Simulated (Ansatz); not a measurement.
## Stiffness of Sr from strained cells

```yaml
crystal:
  lattice:
    - [0.00000, 3.04235, 3.04235]
    - [3.04235, 0.00000, 3.04235]
    - [3.04235, 3.04235, 0.00000]
  atoms:
    - { symbol: Sr, position: [0.00000, 0.00000, 0.00000] }
```

The cell is COD entry 9008484, as deposited and not checked against the literature; nothing was relaxed.

These are results of DFT, PBE, all-electron LAPW, scalar-relativistic in Ansatz 0.2.0, not measurements.

Sampling and basis: a Γ-centred 10×10×10 k mesh, Fermi–Dirac smearing of 0.08 eV, basis error target 0.5 meV/atom, no spin polarisation.

The unstrained cell is at -0.27 GPa. Large strains and very small stresses are left out. Each strain is applied once, with fractional coordinates held (clamped ions), and σ below is the change of stress, positive in tension. One finite strain gives stress–strain coefficients at this pressure with an error of the order of the strain times third-order constants, a few per cent for each per cent of strain. In a metal the k mesh adds noise of tens of per cent to soft shears.

Problem. With x and y strained by -1 %, z held, the run gives σxx = -0.24 GPa, σzz = -0.19 GPa and εxx = εyy = -0.0100. Which stiffness follows?

Solution. C12 = σzz/(2εxx) = 10 GPa and C11 + C12 = σxx/εxx = 24 GPa.

Problem. Estimate the stiffness probed by this change, and the stress that it gives: x and y strained by +2 %, z held.

Solution. σxx = 0.43 GPa, σzz = 0.35 GPa and εxx = εyy = 0.0200, so C12 = σzz/(2εxx) = 9 GPa and C11 + C12 = σxx/εxx = 22 GPa.

Problem. What do those two numbers (x and y strained by -1 %, z held) give for C11, and is the cell stable to tetragonal shear?

Solution. C11 = 24 − 10 = 14 GPa and C11 − C12 = 4 GPa: too near zero for one strain to settle the sign.

Problem. The two estimates of C11 + C12 differ. Why, and which value is best?

Solution. Finite strains add third-order terms, and in a metal the k mesh adds noise; two strains on one mesh can't tell these apart, so neither value is shown to be the better.
